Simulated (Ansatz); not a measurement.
# Calculated electric field gradients for V₂O₅ at a changed volume

The cell is a diffraction structure from the COD, relaxed with PBE at fixed cell and then changed (volume scaled by 1.04, ions relaxed).

```cif
data_V2O5
_symmetry_space_group_name_H-M 'Pmmn:1'
_symmetry_Int_Tables_number 59
_cell_length_a 3.6109
_cell_length_b 11.6635
_cell_length_c 4.4255
_cell_angle_alpha 90.000
_cell_angle_beta 90.000
_cell_angle_gamma 90.000
loop_
_atom_site_label
_atom_site_type_symbol
_atom_site_symmetry_multiplicity
_atom_site_Wyckoff_symbol
_atom_site_fract_x
_atom_site_fract_y
_atom_site_fract_z
V V 4 e 0.0000 0.8518 0.1069
O5 O 4 e 0.0000 0.8552 0.4646
O9 O 4 e 0.0000 0.6818 0.9935
O13 O 2 a 0.0000 0.0000 0.0002
```

One atom of each set is listed.

Level of theory: DFT, PBE, plane waves and PAW, scalar-relativistic, 420 eV cutoff, Γ-centred 7×2×6 k-points, Fermi–Dirac smearing 0.02 eV (Ansatz 0.2.0).

V_zz is the principal component of the electric field gradient with the largest magnitude, η = (V_xx − V_yy)/V_zz and C_Q = eQV_zz/h. ν_Q = 3|C_Q|/[2I(2I − 1)].

V-51: I = 7/2, Q = -52.00 mb; O-17: I = 5/2, Q = -25.58 mb. Quadrupole moments are those of Pyykkö's year-2017 table.

(1) What field gradients does the calculation give at each kind of site?

Answers

(1) 

```csv
site,atoms,first shell,C_Q (MHz),η,ν_Q (MHz)
V,4,5 O at 1.58–2.05 Å,1.17,0.25,0.083
O5,4,1 V at 1.58 Å,0.761,0.71,0.114
O9,4,3 V at 1.90–2.05 Å,3.33,0.70,0.499
O13,2,"2 V at 1.79 Å, angle 149°",3.81,0.01,0.571
```

At O13 V_zz points along the bisector of its two bonds (within 1°).
